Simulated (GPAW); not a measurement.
A run of GPAW 26.7.0:

The input run.py:

```python
import numpy as np
from ase.dft.bandgap import bandgap
from ase.io import read, write
from gpaw import GPAW, PW
from gpaw.response.df import DielectricFunction

atoms = read('GaAs.xyz')

calc = GPAW(mode=PW(500),
            xc='GLLBSC',
            kpts={'size': (7, 7, 7), 'gamma': True},
            occupations={'name': 'fermi-dirac', 'width': 0.001},
            nbands=11,
            convergence={'density': 1e-06},
            maxiter=150,
            txt='gpaw.txt')
atoms.calc = calc
energy = atoms.get_potential_energy()
calc.write('gs.gpw')
write('result.traj', atoms)
print('Fermi level:', round(calc.get_fermi_level(), 4), 'eV')
print(f'Gap: {bandgap(calc)[0]:.4f} eV, direct: {bandgap(calc, direct=True)[0]:.4f} eV')

for size in [(15, 15, 15), (21, 21, 21)]:
    name = 'x'.join(str(n) for n in size)
    dense = calc.fixed_density(kpts={'size': size, 'gamma': True},
                               nbands=30, convergence={'bands': 24},
                               update_fermi_level=True, txt=f'dense-{name}.txt')
    dense.write(f'{name}.gpw', mode='all')
    df = DielectricFunction(f'{name}.gpw', frequencies=np.array([0.0]), hilbert=False, eta=0.001,
                            ecut=60, nbands=24, intraband=False, txt=f'df-{name}.txt')
    for xc in ['RPA', 'ALDA', 'LR0.3']:
        for direction in ['x', 'y', 'z', [0, 1, 1], [1, 0, 1], [1, 1, 0]]:
            e0, e = df.get_macroscopic_dielectric_constant(xc=xc, direction=direction)
            print(f'{name} {xc} {direction}: {e0:.4f} without, {e:.4f} with local fields')
```

The input GaAs.xyz:

```xyz
2
Lattice="0.0000000000 2.8268500000 2.8268500000 2.8268500000 0.0000000000 2.8268500000 2.8268500000 2.8268500000 0.0000000000" Properties=species:S:1:pos:R:3 pbc="T T T"
As     4.2402750000      4.2402750000      4.2402750000
Ga     0.0000000000      0.0000000000      0.0000000000
```

Potentials or basis: the program's PAW data sets (release 1.2.1) made for this functional, pw.

Command:

```bash
$ OMP_NUM_THREADS=1 python run.py
```

Hardware: 1 thread of Arm Neoverse N1 (shared host).

Estimate the wall time of this run.

It took 8.7 min on 1 thread of Arm Neoverse N1, with other jobs on the host, peak memory 0.8 GiB. Counts: scf iterations 42.
